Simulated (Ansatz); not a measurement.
## Straining TePt

Theory: DFT PBEsol, scalar-relativistic, plane waves, PAW (Ansatz 0.2.0). (420 eV cutoff, 12×12×10 k-mesh, Gaussian smearing of 0.10 eV, no spin polarisation)

Starting point, cell and atoms relaxed:

```
Te Pt
1.0
     4.22315    0.00000    0.00000
    -2.11157    3.65735    0.00000
     0.00000    0.00000    5.54165
Te Pt
2 2
Direct
  0.33333 0.66667 0.25000
  0.66667 0.33333 0.75000
  0.00000 0.00000 0.00000
  0.00000 0.00000 0.50000
```

Deformation: shear that moves c along a by the strain times its height over the a-b plane, the cell held and the atoms relaxed, all within the symmetry that the strain leaves. Energies are extrapolated to zero smearing. Stress is positive in compression, on the Cartesian axes of the cell above.

Spin–orbit coupling is left out, which can shift energies with elements as heavy as these.

```csv
strain (%),ΔE (meV/atom),a (Å),b (Å),c (Å),σxx (GPa),σyy (GPa),σzz (GPa),σyz (GPa),σxz (GPa),σxy (GPa)
+0.0,0.0,4.223,4.223,5.542,0.09,0.09,-0.10,0.00,0.00,0.00
+1.0,0.1,4.223,4.223,5.542,0.11,0.09,-0.10,0.00,-0.16,0.00
+2.0,0.4,4.223,4.223,5.543,0.16,0.08,-0.09,0.00,-0.31,0.00
+3.0,1.0,4.223,4.223,5.544,0.22,0.09,-0.09,0.00,-0.44,0.00
+4.0,1.7,4.223,4.223,5.546,0.32,0.09,-0.07,0.00,-0.58,0.00
+6.0,3.5,4.223,4.223,5.552,0.56,0.10,-0.04,0.00,-0.85,0.00
```